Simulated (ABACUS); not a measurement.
The system is Te2Mo.

```xyz
6
Lattice="3.5182 0.0000 0.0000 -1.7591 3.0469 0.0000 0.0000 0.0000 13.9736" Properties=species:S:1:pos:R:3 pbc="T T T"
Te    1.7591    1.0156    5.2960
Te    0.0000    2.0312   12.2828
Te    1.7591    1.0156    1.6908
Te    0.0000    2.0312    8.6776
Mo    1.7591    1.0156   10.4802
Mo    0.0000    2.0312    3.4934
```

Program: ABACUS 3.10.1. Alike in all runs: task single point; no spin polarisation; cell as given; smearing fermi-dirac 0.05 eV.

Q: Order these runs on this cell by their pressure, lowest first.
A. level r2SCAN; potentials or basis SG15 ONCV 1.2 PBE, plane waves; k mesh 6 × 6 × 1; cutoff (eV) 1306; radial cutoff of the potentials (pseudo_rcut) 7 bohr; mesh quality coarse
B. level PBEsol; potentials or basis SPMS ONCV 1.0 PBE, plane waves; k mesh 7 × 7 × 2; cutoff (eV) 1129; radial cutoff of the potentials (pseudo_rcut) 7 bohr; mesh quality not flagged
C. level PBE; potentials or basis PseudoDojo NC SR 0.4.1 PBE standard, plane waves; k mesh 9 × 9 × 2; cutoff (eV) 1129; radial cutoff of the potentials (pseudo_rcut) 10 bohr; mesh quality not flagged

A: B (-0.8 GPa), A (1.7 GPa), C (3.4 GPa).

Caveats: some runs use coarse meshes; this functional lacks dispersion, which binds the layers, so the pressure and a relaxed spacing across them are unreliable (some runs); the potentials were made for another functional, which shifts forces and pressure (some runs).

Not every run made on this cell is shown here.
